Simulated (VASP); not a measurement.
# Bi: single point with PBE

Bi:

```
Bi
1.0
    -1.98143    1.98143    1.98143
     1.98143   -1.98143    1.98143
     1.98143    1.98143   -1.98143
Bi
1
Cartesian
  0.0000 0.0000 0.0000
```

This isn't the form of Bi at room conditions, which is rhombohedral.

* Program: VASP 6.6.1
* Task: single point
* Functional: PBE
* Potentials or basis: VASP PAW PBE potentials, release 64 (Bi_d)
* Cutoff: 520 eV
* k mesh: 9 × 9 × 9
* Occupations: fermi-dirac, width 0.05 eV
* Spin: no spin polarisation

* Pressure: 0.8 GPa
* Band gap on the k mesh: none (metal or under the smearing width)

Levels at points of the mesh, in eV from the Fermi level:
```
           k point  band 4  band 5  band 6  band 7  band 8  band 9  band 10  band 11
(0.00, 0.00, 0.00)  -22.93  -22.93  -13.54    5.10    5.10    5.10     9.11    10.45
```

Run time: 26 s on 1 thread of Intel(R) Xeon(R) Platinum 8375C CPU @ 2.90GHz (Ice Lake), with other jobs on the host, peak memory 0.15 GiB.

Caveat: spin-orbit coupling is left out, which moves the levels of the heavy elements.
